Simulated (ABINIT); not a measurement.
## SiC (Moissanite) in ABINIT: convergence with tolvrs

Input of the first run (tolvrs 0.01); the others differ in this setting and in those tied to it:

The input run.abi:

```
# Pseudopotentials
pp_dirpath "./"
pseudos "Si.GGA_PBE-JTH.xml, C.GGA_PBE-JTH.xml"

# Structure
acell 3*1.0
rprim
     5.8127975593     0.0000000000     0.0000000000
    -2.9063987797     5.0340303534     0.0000000000
     0.0000000000     0.0000000000     9.5393374771
ntypat 2
znucl 14 6
natom 4
typat 1 1 2 2
xcart
     2.9063987800     1.6780101176     4.7696687386
    -0.0000000003     3.3560202358     0.0000000000
     2.9063987800     1.6780101176     8.4423136672
    -0.0000000003     3.3560202358     3.6726449287

# Plane-wave basis
ecut 517.016339 eV
pawecutdg 38.0
pawxcdev 0

# k points
kptopt 1
ngkpt 10 10 5
nshiftk 1
shiftk 0.0 0.0 0.0

# Exchange and correlation
ixc -116133

# Bands and occupations
nband 12
occopt 4
tsmear 0.00183747

# SCF cycle
nstep 100
tolvrs 0.01

# Output
iomode 3
prtwf 0
prtden 0
prteig 0
prtebands 0
enunit 1
```

Potentials or basis: JTH PAW PBE v2.0.

Launch:

```sh
$ abinit run.abi > log 2>&1
```

Hardware: 1 thread of Arm Neoverse V2, with other jobs on the host.

**Question.** The values tried are 0.01, 0.001, 0.0001, 1e-05, 1e-06, 1e-08, 1e-10, 1e-13, loosest first. From which on does the pressure stay within 0.1 GPa of the tightest run that finished?

**Answer.** From 0.0001 on.

```
tolvrs  energy less the tightest run (meV/atom)  pressure (GPa)  largest force (eV/Å)  gap on the mesh (eV)  SCF cycles  CPU time (s)  peak memory (GiB)
  0.01                                     0.34           -0.45                 0.743                 2.326           4            11                0.1
 0.001                                     0.07           -0.68                 0.735                 2.335           5            12                0.1
0.0001                                     0.01           -0.10                 0.737                 2.331           6            14                0.1
 1e-05                                     0.00           -0.21                 0.737                 2.333           7            16                0.1
 1e-06                                     0.00           -0.18                 0.738                 2.332           8            18                0.1
 1e-08                                     0.00           -0.18                 0.738                 2.332          11            23                0.1
 1e-10                                     0.00           -0.18                 0.738                 2.332          13            27                0.1
 1e-13                                     0.00           -0.18                 0.738                 2.332          22            44                0.1
```

Against the tightest run, the energy stays within 1 meV/atom from 0.01 on; the largest force stays within 0.005 eV/Å from 0.01 on; the gap on the mesh stays within 0.01 eV from 0.01 on. The tightest run that finished is the yardstick and may itself not be fully converged.

Caveat, for the tightest run too: the PAW data sets were made with another functional, which shifts forces and pressure a little; an odd mesh through Γ misses points on the zone boundary, where band edges often lie.
